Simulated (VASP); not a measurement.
VASP inputs for CdS (strained zincblende)

INCAR

```
ISMEAR = -1
NSW = 0
GGA = PE
LASPH = .TRUE.
IBRION = -1
ISIF = 2
LREAL = .FALSE.
LCHARG = .FALSE.
LWAVE = .FALSE.
EDIFF = 1E-7
PREC = Accurate
ENCUT = 520
SIGMA = 0.02
NBANDS = 16
NELM = 120
```

KPOINTS

```
KPOINTS created by Atomic Simulation Environment
0
Gamma
8 8 8
0 0 0
```

KPOINTS_OPT

```
special points
6
Reciprocal
0.0000000000 0.0000000000 0.0000000000 1
-0.5000000000 -0.5000000000 0.0000000000 1
-0.3750000000 -0.3750000000 0.2500000000 1
-0.3750000000 0.0000000000 0.3750000000 1
0.0000000000 0.0000000000 0.5000000000 1
-0.5000000000 -0.2500000000 0.2500000000 1
```

POSCAR

```
Cd S
 1.0000000000000000
     0.0000000000000000    2.8216462493000001    3.1054065889000002
     2.8216462493000001    0.0000000000000000    3.1054065889000002
     2.8216462493000001    2.8216462493000001    0.0000000000000000
 Cd  S
   1   1
Cartesian
  0.0000000000000000  0.0000000000000000  0.0000000000000000
  1.4108231246499998  1.4108231246499998  1.5527032944500001
```

VASP ran with the recommended PBE PAW datasets (18 valence electrons in the cell).

Estimate the main results of this run.

gap between bands v and c 1.03 eV; least direct gap 1.03 eV; pressure 3.2 GPa.

Band v is the last that the valence electrons fill when counted band by band, and c is the next. Levels in eV from the top of v:

```
point    v−1      v     c   c+1
    Γ   0.00   0.00  1.03  6.49
    X  -1.71  -1.71  3.72  4.77
    K  -2.61  -1.74  3.95  5.21
    L  -1.06  -0.64  2.83  6.65
    W  -2.37  -2.22  5.40  5.47
```
